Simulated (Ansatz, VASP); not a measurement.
**SiO2: VASP beside Ansatz**

File INCAR:

```
SYSTEM = SiO2
  ALGO = Normal
  EDIFF = 1E-7
  ENCUT = 520
  GGA = CA
  ISIF = 2
  ISMEAR = 0
  LASPH = .TRUE.
  LCHARG = .FALSE.
  LREAL = .FALSE.
  LWAVE = .FALSE.
  NBANDS = 25
  NELM = 80
  PREC = Accurate
  SIGMA = 0.02
```

File KPOINTS:

```
k-points
0
G
  8 8 8
  0 0 0
```

File POSCAR:

```
SiO2
1.0
   -2.3740500000      2.3740500000      3.7440000000
    2.3740500000     -2.3740500000      3.7440000000
    2.3740500000      2.3740500000     -3.7440000000
Si O
2 4
Direct
    0.0000000000      0.0000000000      0.0000000000
    0.7500000000      0.2500000000      0.5000000000
    0.9983800000      0.6250000000      0.8733800000
    0.3750000000      0.2483800000      0.3733800000
    0.7516200000      0.1250000000      0.1266200000
    0.8750000000      0.0016200000      0.6266200000
```

Input for Ansatz:

```yaml
crystal:
  lattice:
    - [-2.37405, 2.37405, 3.744]
    - [2.37405, -2.37405, 3.744]
    - [2.37405, 2.37405, -3.744]
  atoms:
    - { symbol: Si, position: [0.0, 0.0, 0.0] }
    - { symbol: Si, position: [0.75, 0.25, 0.5] }
    - { symbol: O, position: [0.99838, 0.625, 0.87338] }
    - { symbol: O, position: [0.375, 0.24838, 0.37338] }
    - { symbol: O, position: [0.75162, 0.125, 0.12662] }
    - { symbol: O, position: [0.875, 0.00162, 0.62662] }
basis:
  ecutwfc: 700
kpoints:
  mp_grid: { grid: [8, 8, 8] }
hamiltonian:
  xc: lda
scf:
  occupations: { method: gaussian, width: 0.02 }
output:
  forces: true
  stress: true
  eigenvalues: true
```

Alike in both runs: task single point; functional LDA; k mesh 8 × 8 × 8; occupations gaussian, width 0.02 eV; no spin polarisation.

```csv
,VASP,Ansatz
version,VASP 6.6.1,Ansatz 0.2.0
potentials or method,"VASP PAW LDA potentials, release 64 (Si, O)","scalar-relativistic, plane waves, PAW"
plane-wave cutoff (eV),520,700
valence electrons in the cell,32,32
```

Ansatz gave:

| Item | Value |
| --- | --- |
| gap on the k mesh at the Fermi level (eV) | 5.82 |
| least direct gap on the mesh (eV) | 5.82 |
| pressure (GPa) | -2.9 |
| largest component of the traceless stress (GPa) | 1.35 |
| rms of the force components (eV/Å) | 0.136 |

Q: Which values does VASP return?

A: gap on the k mesh at the Fermi level (eV): 5.82; least direct gap on the mesh (eV): 5.82; pressure (GPa): -2.3; largest component of the traceless stress (GPa): 1.28; rms of the force components (eV/Å): 0.119.

Atom by atom the forces differ by 0.016 eV/Å (rms over components).

A k mesh can miss the band edges.
